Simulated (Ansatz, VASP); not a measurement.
Fe in VASP and in Ansatz

The input INCAR:

```
SYSTEM = Fe
PREC     = Accurate       ! precision mode
ENCUT    = 520            ! plane-wave cutoff, eV
EDIFF    = 1E-6           ! SCF threshold, eV
ISMEAR   = -1             ! smearing method
SIGMA    = 0.1            ! smearing width, eV
LREAL    = .False.        ! projectors in reciprocal space
LASPH    = .True.         ! aspherical terms in the spheres
NELM     = 60             ! most SCF steps
ALGO     = Normal         ! electronic algorithm
ISIF     = 2              ! what is computed and relaxed
LWAVE    = .False.        ! write WAVECAR
LCHARG   = .False.        ! write CHGCAR
GGA      = B5             ! functional
ALDAX    = 1.0          
AGGAX    = 1.0          
AGGAC    = 1.0          
ALDAC    = 0.0          
NBANDS   = 10             ! bands
```

KPOINTS

```
Automatic mesh
0
Gamma
  17 17 17
  0 0 0
```

File POSCAR:

```
Fe
1.0
    0.0000000000      1.7248480289      1.7248480289
    1.7248480289      0.0000000000      1.7248480289
    1.7248480289      1.7248480289      0.0000000000
Fe
1
Direct
    0.0000000000      0.0000000000      0.0000000000
```

Input for Ansatz:

```yaml
crystal:
  lattice:
    - [0.0, 1.7248480289, 1.7248480289]
    - [1.7248480289, 0.0, 1.7248480289]
    - [1.7248480289, 1.7248480289, 0.0]
  atoms:
    - { symbol: Fe, position: [0.0, 0.0, 0.0] }
hamiltonian:
  xc: blyp
  pseudopotentials:
    kind: paw
    azcp:
      Fe: "pseudopotentials/Fe.paw.azcp"
basis:
  ecutwfc: 420
  fft_grid_basis: typed
kpoints:
  mp_grid: { grid: [17, 17, 17], shift: [0, 0, 0] }
magnetization:
  spin_polarized: false
scf:
  occupations: { method: fermi_dirac, width: 0.1 }
  lower_state_search: "off"
output:
  stress: true
```

Alike in both runs: task single point; functional BLYP; k mesh 17 × 17 × 17; occupations fermi-dirac, width 0.1 eV; no spin polarisation.

|  | VASP | Ansatz |
| --- | --- | --- |
| version | VASP 6.6.1 | Ansatz 0.2.0 |
| potentials or method | VASP PAW PBE potentials, release 64 (Fe) | plane waves (420 eV) with PAW, scalar-relativistic |
| plane-wave cutoff (eV) | 520 | 420 |
| valence electrons in the cell | 8 | 16 |

|  | VASP | Ansatz | Ansatz less VASP |
| --- | --- | --- | --- |
| pressure (GPa) | 11.4 | 11.4 | -0.04 |

The functional is the same, so the differences come from potentials, cutoffs and numerics. The two sets of potentials don't hold the same shells in valence.

Caveats: the PAW data sets were made with another functional, which shifts forces and pressure a little (VASP); the run has no spin polarisation, though such a crystal can be magnetic. Spin polarisation is off, so any magnetic state and its effect on volume and gap are missing.
